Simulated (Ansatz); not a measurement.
L1₀ (CuAu-type) CoPt was calculated with r²SCAN+rVV10 (PAW; Ansatz, an electronic-structure program).

Settings: plane-wave cutoff 560 eV, 20×20×16 k mesh (along the axes of the cell as run), Fermi–Dirac smearing 0.05 eV, spin-polarised with parallel moments, scalar-relativistic PAW data made under PBE.

Response to compression and expansion:

Shape and atoms are relaxed at each volume.

```
V (Å³/atom)  P (GPa)  moment (μB per cell of 2 atoms)  c (Å)  a (Å)
-----------  -------  -------------------------------  -----  -----
12.674         10.74                             2.42  3.649  2.636
12.938          5.05                             2.44  3.682  2.651
13.202          0.00                             2.45  3.713  2.667
13.466         -4.47                             2.46  3.745  2.682
13.730         -8.45                             2.47  3.775  2.697
```

Note: the bulk modulus comes from volumes at which shape and atoms were relaxed.
